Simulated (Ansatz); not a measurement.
Take a crystal in which N has been replaced by P on all its sites, with the cell rescaled by a rough guess (in some cases also distorted within its space group) and nothing relaxed:

```xyz
2
Lattice="4.6385 0.0000 0.0000 -2.3192 4.0170 0.0000 0.0000 0.0000 7.5284" Properties=species:S:1:pos:R:3 pbc="T T T"
P     0.0000    2.6780    1.8821
P     2.3192    1.3390    5.6463
```

These are results of DFT PBEsol, scalar-relativistic, plane waves, PAW (Ansatz), not measurements.

Cutoff 420 eV; k points 12×12×6 on the computed 2-atom cell (Γ-centred); Gaussian smearing, width 0.10 eV; no spin polarisation.

Q: What pressure does the cell carry?

A: The pressure is -4.3 GPa (positive in compression), so the cell would contract.

Q: Is it a metal on this mesh?

A: Yes, a band crosses the Fermi level.

This form isn't the element's structure at ambient conditions.